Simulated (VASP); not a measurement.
# AlN: optical spectrum of independent particles, by functional

AlN, F-43m (no. 216), 2 atoms in the cell.

| Functional | ε at zero frequency, electronic | Mean energy of the absorption, weighted by Im ε (eV) | Refractive index at 633 nm | Refractive index at 1064 nm | Direct gap on the mesh (eV) | Time (s) |
|---|---|---|---|---|---|---|
| PBE | 4.70 | 10.24 | 2.22 | 2.19 | 4.19 | 3.6 |
| LDA | 4.78 | 10.13 | 2.24 | 2.20 | 4.23 | 2.9 |
| PBEsol | 4.80 | 10.13 | 2.25 | 2.21 | 4.13 | 3.7 |
| r2SCAN | 4.22 | 11.10 | 2.09 | 2.07 | 4.89 | 18 |
| TB-mBJ | 3.83 | 11.66 | 1.99 | 1.97 | 5.33 | 21 |
| AM05 | 4.77 | 10.16 | 2.24 | 2.20 | 4.18 | 4.1 |

Limits: The 10×10×10 mesh is coarse for a spectrum: peaks stand apart that a denser mesh merges; the pull between electron and hole is left out; rows 1, 2, 3, 4, 6: the onset follows the functional's gap, which semilocal functionals usually make too small.

## Input of the first row

INCAR:
```
SYSTEM = AlN
  ALGO = Normal
  CSHIFT = 0.1
  EDIFF = 1E-7
  ENCUT = 460
  GGA = PE
  ISMEAR = 0
  KPAR = 4
  LASPH = .True.
  LCHARG = .False.
  LOPTICS = .True.
  LWAVE = .True.
  NBANDS = 20
  NEDOS = 2000
  PREC = Accurate
  SIGMA = 0.02
```

KPOINTS:
```
k-points
0
Gamma
  10 10 10
```

POSCAR:
```
AlN
1.0
    0.0000000000      2.1839935596      2.1839935596
    2.1839935596      0.0000000000      2.1839935596
    2.1839935596      2.1839935596      0.0000000000
Al N
1 1
Direct
    0.0000000000      0.0000000000      0.0000000000
    0.2500000000      0.2500000000      0.2500000000
```

Commands:
```
cat potpaw_PBE.64/Al/POTCAR potpaw_PBE.64/N/POTCAR > POTCAR
mpirun -np 4 vasp_std > vasp.out
```

Changes of the last row against the first:
```
- GGA = PE
+ GGA = AM
```

VASP 6.6.1 took 3.6 s on 4 cores (Intel Xeon 6975P-C (Granite Rapids)), a shared host.
